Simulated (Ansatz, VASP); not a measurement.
## GaAs in VASP and in Ansatz

```xyz
2
Lattice="3.7324 0.0000 0.0000 0.0000 3.7324 0.0000 0.0000 0.0000 2.6830" Properties=species:S:1:pos:R:3 pbc="T T T"
Ga    1.8662    1.8662    1.3415
As    0.0000    0.0000    1.3415
```

Change from the starting cell: volume scaled by 0.94.

Alike in both runs: task single point; functional PBE; k mesh 7 × 7 × 10; occupations fermi-dirac, width 0.05 eV; no spin polarisation.

```csv
,VASP,Ansatz
version,VASP 6.6.1,Ansatz 0.2.0
potentials or method,"VASP PAW PBE potentials, release 64 (Ga_d, As)",Ansatz PAW
plane-wave cutoff (eV),520,420
valence electrons in the cell,18,28
```

Ansatz gave:

- gap on the k mesh at the Fermi level (eV): none
- pressure (GPa): 4.9
- largest component of the traceless stress (GPa): 3.60

Question: Which values does VASP return?

Answer: gap on the k mesh at the Fermi level (eV): none; pressure (GPa): 5.1; largest component of the traceless stress (GPa): 3.64.

A gap of «none» marks a metal or a gap that the smearing closes. With one functional, cell and mesh, what is left measures potentials, basis and numerics. The two sets of potentials don't hold the same shells in valence.
